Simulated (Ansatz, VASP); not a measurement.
## Pt: VASP beside Ansatz

```xyz
1
Lattice="0.0000 1.9460 1.9460 1.9460 0.0000 1.9460 1.9460 1.9460 0.0000" Properties=species:S:1:pos:R:3 pbc="T T T"
Pt    0.0000    0.0000    0.0000
```

Alike in both runs: task relaxation of cell and atoms; functional PBEsol; k mesh 18 × 18 × 18; occupations gaussian, width 0.1 eV; no spin polarisation.

```csv
,VASP,Ansatz
version,VASP 6.6.1,Ansatz 0.2.0
potentials or method,"VASP PAW PBE potentials, release 64 (Pt)","scalar-relativistic, plane waves, PAW"
plane-wave cutoff (eV),600,420
valence electrons in the cell,10,18
```

Ansatz gave:

```
gap on the k mesh at the Fermi level, each at its own relaxed structure (eV) : none
relaxed volume (Å³/atom)                                                     : 15.04
relaxed cell length with the largest relative difference (Å)                 : 2.771
energy change over the relaxation (meV/atom)                                 : -6
```

Problem. What did VASP give for the same quantities?

Solution. gap on the k mesh at the Fermi level, each at its own relaxed structure (eV): none; relaxed volume (Å³/atom): 15.02; relaxed cell length with the largest relative difference (Å): 2.769; energy change over the relaxation (meV/atom): -5.

A gap of «none» marks a metal or a gap that the smearing closes. The two sets of potentials don't hold the same shells in valence.

Caveats: the PAW data sets were made with another functional, which shifts forces and pressure a little (VASP). Spin-orbit coupling is left out, which matters for the levels of Pt. Zero-point motion and thermal expansion aren't in these numbers.
